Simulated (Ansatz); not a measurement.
# Os: further runs on the relaxed cell

One table from this session's results is given with a row withheld; the runs are named, their logs left out.

Program: Ansatz 0.2.0. Level of theory: DFT PBEsol, scalar-relativistic, plane waves, PAW. These are calculated values, not measurements.

1 further run of the same task is left out (set aside as unsound or not needed).

## The system as given

The structure is hexagonal, space group P6_3/mmc (No. 194). The conventional cell has a = 2.727 Å, b = 2.727 Å, c = 4.313 Å, α = 90.00°, β = 90.00°, γ = 120.00°. Around Os (site symmetry -6m2) lie 12 Os at 2.67 to 2.73 Å.

Coordinates:

```
Os
1.0
     2.72721    0.00000    0.00000
    -1.36361    2.36184    0.00000
     0.00000    0.00000    4.31324
Os
2
Direct
  0.33333 0.66667 0.25000
  0.66667 0.33333 0.75000
```

This cell was relaxed beforehand with the same method: volume 13.89 Å³/atom, gap on the mesh none (metal).

The first run:

Contents of input.yaml:

```yaml
crystal:
  lattice:
    - [2.7272132493, 0.0, 0.0]
    - [-1.3636066246, 2.3618359554, 0.0]
    - [0.0, 0.0, 4.3132446887]
  atoms:
    - { symbol: Os, position: [0.3333333333, 0.6666666667, 0.25] }
    - { symbol: Os, position: [0.6666666667, 0.3333333333, 0.75] }
basis:
  ecutwfc: 420
kpoints:
  mp_grid: { grid: [18, 18, 10] }
  band_path:
    path:
      - [[0.0, 0.0, 0.0], [0.5, 0.0, 0.0], [0.33333333, 0.33333333, 0.0], [0.0, 0.0, 0.0], [0.0, 0.0, 0.5], [0.5, 0.0, 0.5], [0.33333333, 0.33333333, 0.5], [0.0, 0.0, 0.5]]
      - [[0.5, 0.0, 0.5], [0.5, 0.0, 0.0]]
      - [[0.33333333, 0.33333333, 0.5], [0.33333333, 0.33333333, 0.0]]
    npoints: 14
hamiltonian:
  xc: pbesol
scf:
  occupations: { method: gaussian, width: 0.1 }
  n_extra_bands: 6
output:
  forces: true
  stress: true
  eigenvalues: true
  populations: true
  dos: { projected: true, de: 0.02, nscf_kmesh: { grid: [27, 27, 15] } }
  bader: true
  write_density: true
  write_potential: true
  elf: true
  volumetric_format: npy
```

Run with:

```console
$ ansatz run input.yaml --threads 1 --pin off --max-ram 2560MiB --backend cpu --events-out ev --progress --plain --runs-dir out
```

Steps of the session up to this table: Static run: bands, density of states and charges; Back to the database's cell; Volume × 0.97; Point at V/V0 = 1.03; The cell scaled to 0.94 of its volume; Volume × 1.06; Point at V/V0 = 0.91; The cell scaled to 1.10 of its volume; The cell scaled to 0.88 of its volume.

One table of the session follows, with a row left open; its other results are not shown here.

It belongs to the step «Energy against volume». 

```
volume (Å³/atom)  energy above the lowest point (meV/atom)  pressure (GPa)
          12.224                                     343.5           74.51
          12.641                                     181.3           50.86
          13.058                                      75.7           30.93
          13.475                                      17.8           14.14
          13.891                                       0.0            0.01
          14.308                                      16.0          -11.88
          14.725                                         ?               ?
          15.280                                     155.9          -32.70
```

Estimate the missing values for volume (Å³/atom) = 14.725.

Worked estimate for «energy above the lowest point (meV/atom)». A straight line through the neighbours (14.308, 16.0) and (15.280, 155.9) gives 16.0 + (155.9 − 16.0) × (14.725 − 14.308) / (15.280 − 14.308) = 76.0; a parabola fitted to 3 rows on both sides gives 58.4.

As computed: energy above the lowest point (meV/atom): 60.4; pressure (GPa): -21.87. In «energy above the lowest point (meV/atom)» the line misses by +15.6 and the parabola by -2.0.
